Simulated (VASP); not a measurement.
# W8S15 (a cell with a defect) in VASP: further runs

One crystal, W8S15 (a cell with a defect), is run at these levels: PBEsol; tasks: single point.

All numbers are computed with VASP 6.6.1; they aren't measurements. Logs are shortened: lines on timing, memory, paths and dates and some standing lists are left out, and cuts for length are marked.

### Step 1. The structure

The cell holds a defect, 23 atoms: a = 6.306 Å, b = 6.306 Å, c = 12.323 Å, α = 90.00°, β = 90.00°, γ = 120.00°.

### Step 2. Single point, PBEsol

Input file INCAR:

```
SYSTEM = W8S15
PREC     = Accurate       ! precision mode
ENCUT    = 350            ! plane-wave cutoff, eV
EDIFF    = 1E-5           ! SCF threshold, eV
ISMEAR   = 0              ! smearing method
SIGMA    = 0.03           ! smearing width, eV
LREAL    = Auto         
LASPH    = .True.         ! aspherical terms in the spheres
NELM     = 120            ! most SCF steps
ALGO     = Normal         ! electronic algorithm
ISIF     = 2              ! what is computed and relaxed
LWAVE    = .False.        ! write WAVECAR
LCHARG   = .False.        ! write CHGCAR
GGA      = PS             ! functional
LORBIT   = 11             ! projections on sites
NELECT   = 203.0
```

Input file KPOINTS:

```
Automatic mesh
0
Gamma
  3 3 2
  0 0 0
```

Input file POSCAR:

```
W8S15
1.0
    6.3064000000      0.0000000000      0.0000000000
   -3.1532000000      5.4615026064      0.0000000000
    0.0000000000      0.0000000000     12.3230000000
W S
8 15
Direct
    0.1666666667      0.3333333333      0.2500000000
    0.1666666667      0.8333333333      0.2500000000
    0.6666666667      0.3333333333      0.2500000000
    0.6666666667      0.8333333333      0.2500000000
    0.3333333333      0.1666666667      0.7500000000
    0.3333333333      0.6666666667      0.7500000000
    0.8333333333      0.1666666667      0.7500000000
    0.8333333333      0.6666666667      0.7500000000
    0.1666666667      0.8333333333      0.6225000000
    0.6666666667      0.3333333333      0.6225000000
    0.6666666667      0.8333333333      0.6225000000
    0.3333333333      0.1666666667      0.1225000000
    0.3333333333      0.6666666667      0.1225000000
    0.8333333333      0.1666666667      0.1225000000
    0.8333333333      0.6666666667      0.1225000000
    0.1666666667      0.3333333333      0.8775000000
    0.1666666667      0.8333333333      0.8775000000
    0.6666666667      0.3333333333      0.8775000000
    0.6666666667      0.8333333333      0.8775000000
    0.3333333333      0.1666666667      0.3775000000
    0.3333333333      0.6666666667      0.3775000000
    0.8333333333      0.1666666667      0.3775000000
    0.8333333333      0.6666666667      0.3775000000
```

Potentials or basis: VASP PAW PBE potentials, release 64 (W_sv, S).

Launch:

```console
$ cat potpaw_PBE.64/W_sv/POTCAR potpaw_PBE.64/S/POTCAR > POTCAR
$ mpirun -np 1 vasp_std > vasp.out
```

OUTCAR:

```text
SYSTEM = W8S15
   PREC = Accurate
   ENCUT = 350
   EDIFF = 1E-5
   ISMEAR = 0
   LREAL = Auto
   LASPH = .True.
   NELM = 120
   ISIF = 2
   GGA = PS
   LORBIT = 11
   NELECT = 203.0

 ion  position               nearest neighbor table
   1  0.167  0.333  0.250-  12 2.40  20 2.40  13 2.40  21 2.40  14 2.40  22 2.40   2 3.15   4 3.15
                             2 3.15   4 3.15   3 3.15   3 3.15
   2  0.167  0.833  0.250-  13 2.40  21 2.40  20 2.40  12 2.40  15 2.40  23 2.40   1 3.15   3 3.15
                             1 3.15   3 3.15   4 3.15   4 3.15
   3  0.667  0.333  0.250-  14 2.40  22 2.40  15 2.40  23 2.40  12 2.40  20 2.40   2 3.15   4 3.15
                             4 3.15   2 3.15   1 3.15   1 3.15
   4  0.667  0.833  0.250-  15 2.40  23 2.40  22 2.40  14 2.40  13 2.40  21 2.40   1 3.15   3 3.15
                             3 3.15   1 3.15   2 3.15   2 3.15
   5  0.333  0.167  0.750-  16 2.40   9 2.40  17 2.40  10 2.40  18 2.40   8 3.15   6 3.15   6 3.15
                             8 3.15   7 3.15   7 3.15
   6  0.333  0.667  0.750-   9 2.40  17 2.40  16 2.40  11 2.40  19 2.40   7 3.15   5 3.15   5 3.15
                             7 3.15   8 3.15   8 3.15
   7  0.833  0.167  0.750-  10 2.40  18 2.40  11 2.40  19 2.40  16 2.40   8 3.15   6 3.15   8 3.15
                             6 3.15   5 3.15   5 3.15
   8  0.833  0.667  0.750-  11 2.40  19 2.40  18 2.40  10 2.40   9 2.40  17 2.40   5 3.15   7 3.15
                             7 3.15   5 3.15   6 3.15   6 3.15
   9  0.167  0.833  0.623-   6 2.40   5 2.40   8 2.40
  10  0.667  0.333  0.623-   7 2.40   8 2.40   5 2.40
  11  0.667  0.833  0.623-   8 2.40   7 2.40   6 2.40
  12  0.333  0.167  0.123-   1 2.40   2 2.40   3 2.40
  13  0.333  0.667  0.123-   2 2.40   1 2.40   4 2.40
  14  0.833  0.167  0.123-   3 2.40   4 2.40   1 2.40
  15  0.833  0.667  0.123-   4 2.40   3 2.40   2 2.40
  16  0.167  0.333  0.877-   5 2.40   6 2.40   7 2.40
  17  0.167  0.833  0.877-   6 2.40   5 2.40   8 2.40
  18  0.667  0.333  0.877-   7 2.40   8 2.40   5 2.40
  19  0.667  0.833  0.877-   8 2.40   7 2.40   6 2.40
  20  0.333  0.167  0.377-   1 2.40   2 2.40   3 2.40
  21  0.333  0.667  0.377-   2 2.40   1 2.40   4 2.40
  22  0.833  0.167  0.377-   3 2.40   4 2.40   1 2.40
  23  0.833  0.667  0.377-   4 2.40   3 2.40   2 2.40

  LATTYP: Found a hexagonal cell.
 ALAT       =     6.3064000000
 C/A-ratio  =     1.9540466827

  Lattice vectors:

 A1 = (   6.3064000000,   0.0000000000,   0.0000000000)
 A2 = (  -3.1532000000,   5.4615026064,   0.0000000000)
 A3 = (   0.0000000000,   0.0000000000,  12.3230000000)

Analysis of symmetry for initial positions (statically):
=====================================================================
 Subroutine PRICEL returns:
 Original cell was already a primitive cell.

 Routine SETGRP: Setting up the symmetry group for a
 hexagonal supercell.

 Subroutine GETGRP returns: Found  6 space group operations
[... 167 lines left out ...]
   GGA     = PS    functional components
   LHFCALC =     F    Hartree Fock is set to
   AEXX    =    0.0000 exact exchange contribution
   IVDW    =     0    specifies the selected vdW correction
   LEPSILON=     F    determine dielectric tensor
   LRPA    =     F    only Hartree local field effects (RPA)
 non-spin polarized calculation
 Gauss-broadening in eV      SIGMA  =   0.03
  energy-cutoff  :      350.00
  volume of cell :      424.43
 maximum number of plane-waves:      6374
 NGX is ok and might be reduce to    40
   NGX = 19   NGY = 19   NGZ = 37

 number of electron     203.0000002 magnetization

 Free energy of the ion-electron system (eV)
  ---------------------------------------------------
  ext. energy  EPLUGINS =         0.00000000
  ---------------------------------------------------
  free energy    TOTEN  =      -186.80549972 eV

  energy without entropy =     -186.79631594  energy(sigma->0) =     -186.80090783

 E-fermi :   7.9133     XC(G=0): -10.9533

 val. band max:        7.8238769949   @ k =   0.3333   0.3333   0.0000
 cond. band min:       7.9239488619   @ k =   0.3333  -0.0000   0.5000
 fundamental gap:      0.1000718670
 Fermi energy:         7.9132731657

 k-point     1 :       0.0000    0.0000    0.0000
  band No.  band energies     occupation
      1     -67.8515      2.00000
      2     -67.8351      2.00000
      3     -67.8351      2.00000
      4     -67.8096      2.00000
      5     -67.2890      2.00000
      6     -67.0320      2.00000
[... 685 lines left out ...]
    112       8.9512      0.00000
    113       8.9524      0.00000
 [bands above 113 left out]

------------------------ aborting loop because EDIFF is reached ----------------------------------------

  FORCE on cell =-STRESS in cart. coord.  units (eV):
  Direction    XX          YY          ZZ          XY          YZ          ZX
  --------------------------------------------------------------------------------------
  -------------------------------------------------------------------------------------
  Total        2.0033416      2.0033416     10.1303452      0.0000000      0.0000000      0.0000000
  in kB        7.5623275      7.5623275     38.2406019      0.0000000      0.0000000      0.0000000
  external PRESSURE =      17.7884190 kB  Pullay stress =       0.0000000 kB

 VOLUME and BASIS-vectors are now :
 -----------------------------------------------------------------------------
  energy-cutoff  :      350.00
  volume of cell :      424.43
      direct lattice vectors                 reciprocal lattice vectors
     6.306400000  0.000000000  0.000000000     0.158569073  0.091549897  0.000000000
    -3.153200000  5.461502606  0.000000000     0.000000000  0.183099794  0.000000000
     0.000000000  0.000000000 12.323000000     0.000000000  0.000000000  0.081149071

 POSITION                                       TOTAL-FORCE (eV/Angst)
 -----------------------------------------------------------------------------------
      0.00000      1.82050      3.08075        -0.000000     -0.000000     -0.026557
     -1.57660      4.55125      3.08075        -0.021220     -0.012251      0.033341
      3.15320      1.82050      3.08075        -0.000000      0.024502      0.033341
      1.57660      4.55125      3.08075         0.021220     -0.012251      0.033341
      1.57660      0.91025      9.24225        -0.505654      0.291939      0.483370
     -0.00000      3.64100      9.24225        -0.000000     -0.583879      0.483370
[... 15 lines left out ...]
      4.72980      0.91025      4.65193        -0.028696     -0.016567     -0.004228
      3.15320      3.64100      4.65193        -0.000000     -0.000000     -0.064156
 -----------------------------------------------------------------------------------
    total drift:                               -0.000000     -0.000001     -0.003424

  FREE ENERGIE OF THE ION-ELECTRON SYSTEM (eV)
  ---------------------------------------------------
  free  energy   TOTEN  =      -186.8054997226 eV

  energy  without entropy=     -186.7963159364  energy(sigma->0) =     -186.80090783

 total charge

# of ion       s       p       d       tot
------------------------------------------
    1        2.325   6.336   3.438  12.098
    2        2.325   6.336   3.434  12.096
    3        2.325   6.336   3.434  12.096
    4        2.325   6.336   3.434  12.096
    5        2.318   6.298   3.399  12.015
    6        2.318   6.298   3.399  12.015
[... 15 lines left out ...]
   22        1.355   2.352   0.000   3.708
   23        1.357   2.348   0.000   3.704
--------------------------------------------------
tot         38.873  85.862  27.367 152.102
```

It took 6.2 min on 1 thread of Intel Xeon Platinum 8488C (Sapphire Rapids), shared host; peak memory 0.39 GiB.

What came out:

| Property | Result |
| --- | --- |
| Free energy | -186.8055 eV |
| Largest force | 0.758 eV/Å |
| Band gap on the k mesh | none (metal or under the smearing width) |
| Valence electrons inside the program's atomic spheres | W 12.10, 12.02, 12.09; S 3.71, 3.70 |

Forces in eV/Å, atoms in the order of the input:
```
W    0.000  0.000 -0.027
W   -0.021 -0.012  0.033
W    0.000  0.025  0.033
W    0.021 -0.012  0.033
W   -0.506  0.292  0.483
W    0.000 -0.584  0.483
W    0.506  0.292  0.483
W    0.000  0.000 -0.334
S   -0.118 -0.068  0.112
S    0.000  0.137  0.112
S    0.118 -0.068  0.112
S    0.024 -0.014 -0.014
S    0.000  0.028 -0.014
S   -0.024 -0.014 -0.014
S    0.000  0.000  0.087
S    0.000  0.000 -0.626
S    0.309  0.179 -0.290
S    0.000 -0.357 -0.290
S   -0.309  0.179 -0.290
S    0.029 -0.017 -0.004
S    0.000  0.033 -0.004
S   -0.029 -0.017 -0.004
S    0.000  0.000 -0.064
```

Levels at points of the mesh, in eV from the Fermi level:
```tsv
k point	band 98	band 99	band 100	band 101	band 102	band 103	band 104	band 105
(0.00, 0.00, 0.00)	-2.06	-2.06	-1.11	-0.91	0.30	0.30	1.07	1.07
(0.00, 0.00, 0.50)	-2.06	-1.64	-1.14	-0.97	0.29	0.29	1.06	1.06
```

Caveat: the k mesh is coarse (spacing up to 0.38 Å⁻¹), so the values aren't converged; the cell is charged against a uniform background, so pressure and absolute levels hang on convention; the PAW data sets were made with another functional, which shifts forces and pressure a little. The run has no spin-orbit coupling, so splittings on W are missing.

### Step 3. Single point, PBEsol, collinear spin, ferromagnetic start

Changes to INCAR since step 2:

```diff
@@ -9,3 +9,3 @@
 NELM     = 120            ! most SCF steps
-ALGO     = Normal         ! electronic algorithm
+ALGO     = All            ! electronic algorithm
 ISIF     = 2              ! what is computed and relaxed
@@ -13,4 +13,8 @@
 LCHARG   = .False.        ! write CHGCAR
+ISPIN    = 2              ! spin polarisation
+MAGMOM   = 0 0 0 0 0.33 0.33 0.33 0 0 0 0 0 0 0 0 0 0 0 0 0 0 0 0 ! initial moments
+LORBIT   = 11             ! projections on sites
+LMAXMIX  = 4              ! l up to which the mixer works
 GGA      = PS             ! functional
-LORBIT   = 11             ! projections on sites
-NELECT   = 203.0
+NELECT   = 203.0        
+ISYM     = 0
```

KPOINTS is that of step 2.

POSCAR is that of step 2.

Potentials or basis: VASP PAW PBE potentials, release 64 (W_sv, S).

Launch:

```console
$ cat potpaw_PBE.64/W_sv/POTCAR potpaw_PBE.64/S/POTCAR > POTCAR
$ mpirun -np 1 vasp_std > vasp.out
```

It took 22 min on 1 thread of Intel Xeon Platinum 8488C (Sapphire Rapids), shared host; peak memory 1.1 GiB.

The run converged. Its results:

* Free energy: -186.8094 eV
* Largest force: 0.762 eV/Å
* Band gap on the k mesh: none (metal or under the smearing width)
* Net moment: 0.33 μB per cell
* Site moments: W -0.00, +0.09; S +0.00, -0.00 μB
* Valence electrons inside the program's atomic spheres: W 12.10, 12.02, 12.09; S 3.71, 3.70

Forces on the atoms (eV/Å):
```
W    0.000  0.000 -0.031
W   -0.022 -0.013  0.028
W    0.000  0.025  0.027
W    0.022 -0.012  0.028
W   -0.502  0.290  0.494
W    0.000 -0.580  0.493
W    0.502  0.290  0.493
W    0.000  0.000 -0.322
S   -0.119 -0.069  0.116
S    0.000  0.138  0.116
S    0.119 -0.069  0.116
S    0.024 -0.014 -0.024
S    0.000  0.028 -0.024
S   -0.024 -0.014 -0.024
S    0.000  0.000  0.077
S    0.000  0.000 -0.625
S    0.306  0.177 -0.292
S    0.000 -0.353 -0.292
S   -0.306  0.177 -0.291
S    0.027 -0.016 -0.001
S    0.000  0.032 -0.001
S   -0.027 -0.016 -0.001
S    0.000  0.000 -0.061
```

Levels at points of the mesh, in eV from the Fermi level:
Spin up:
| k point | band 99 | band 100 | band 101 | band 102 | band 103 | band 104 |
| --- | --- | --- | --- | --- | --- | --- |
| (0.00, 0.00, 0.00) | -2.05 | -1.11 | -0.90 | 0.29 | 0.29 | 1.08 |
| (0.00, 0.00, 0.50) | -1.63 | -1.13 | -0.97 | 0.28 | 0.28 | 1.08 |
Spin down:
```csv
k point,band 97,band 98,band 99,band 100,band 101,band 102,band 103,band 104,band 105,band 106
"(0.00, 0.00, 0.00)",-2.20,-2.02,-2.02,-1.06,-0.87,0.37,0.37,1.08,1.08,1.11
"(0.00, 0.00, 0.50)",-2.02,-2.02,-1.62,-1.10,-0.91,0.36,0.36,1.08,1.08,1.11
```

Caveat: the k mesh is coarse (spacing up to 0.38 Å⁻¹), so the values aren't converged; the cell is charged against a uniform background, so pressure and absolute levels hang on convention; the PAW data sets were made with another functional, which shifts forces and pressure a little.

### Step 4. Single point, PBEsol, collinear spin, ferromagnetic start

Changes to INCAR since step 3:

```diff
@@ -9,3 +9,3 @@
 NELM     = 120            ! most SCF steps
-ALGO     = All            ! electronic algorithm
+ALGO     = Normal         ! electronic algorithm
 ISIF     = 2              ! what is computed and relaxed
@@ -16,5 +16,5 @@
 LORBIT   = 11             ! projections on sites
+NUPDOWN  = 1              ! fixed moment
 LMAXMIX  = 4              ! l up to which the mixer works
 GGA      = PS             ! functional
-NELECT   = 203.0        
-ISYM     = 0
+NELECT   = 203.0
```

KPOINTS is that of step 3.

POSCAR is that of step 3.

Launch:

```console
$ cat potpaw_PBE.64/W_sv/POTCAR potpaw_PBE.64/S/POTCAR > POTCAR
$ mpirun -np 1 vasp_std > vasp.out
```

Run time: 8.5 min. Hardware: 1 thread of Intel Xeon Platinum 8488C (Sapphire Rapids), shared host; peak memory 0.55 GiB.

The run converged. Its results:

```yaml
Free_energy: -186.7633 eV
Largest_force: 0.830 eV/Å
Net_moment: 1.00 μB per cell
Site_moments: W +0.05, +0.03, +0.20, -0.01; S +0.00, -0.00, -0.01 μB
Valence_electrons_inside_the_program's_atomic_spheres: W 12.10, 12.02, 12.09; S 3.71, 3.70
```

Forces on the atoms (eV/Å):
```
W    0.000  0.000 -0.020
W   -0.013 -0.007  0.031
W    0.000  0.015  0.031
W    0.013 -0.007  0.031
W   -0.572  0.330  0.503
W    0.000 -0.660  0.503
W    0.572  0.330  0.503
W    0.000  0.000 -0.300
S   -0.112 -0.065  0.151
S    0.000  0.129  0.151
S    0.112 -0.065  0.151
S    0.010 -0.006  0.075
S    0.000  0.012  0.075
S   -0.010 -0.006  0.075
S    0.000  0.000  0.133
S    0.000  0.000 -0.678
S    0.293  0.169 -0.343
S    0.000 -0.338 -0.343
S   -0.293  0.169 -0.343
S    0.010 -0.006 -0.092
S    0.000  0.011 -0.092
S   -0.010 -0.006 -0.092
S    0.000  0.000 -0.111
```

Caveat: the k mesh is coarse (spacing up to 0.38 Å⁻¹), so the values aren't converged; the cell is charged against a uniform background, so pressure and absolute levels hang on convention; the PAW data sets were made with another functional, which shifts forces and pressure a little; the total moment is fixed, so each spin has its own Fermi level. Spin-orbit coupling is left out, which matters for the levels of W.

### Step 5. Summary

| spin | fixed moment (μB) | gap on the mesh (eV) | moment (μB) | largest force (eV/Å) |
| --- | --- | --- | --- | --- |
| off | - | none | - | 0.76 |
| collinear, ferromagnetic start | - | none | 0.33 | 0.76 |
| collinear, ferromagnetic start | 1 | - | 1.00 | 0.83 |

Alike in all rows: task single point; level PBEsol; potentials or basis VASP PAW PBE potentials, release 64 (W_sv, S); cell as given; k mesh 3 × 3 × 2; cutoff (eV) 350; smearing gaussian 0.03 eV; the mesh is coarse, so values aren't converged.

Caveats: all runs use coarse meshes; the cell is charged against a uniform background, so pressure and absolute levels hang on convention; the PAW data sets were made with another functional, which shifts forces and pressure a little; the total moment is fixed, so each spin has its own Fermi level (some runs).

Absolute energies hang on the potentials; compare differences alone.
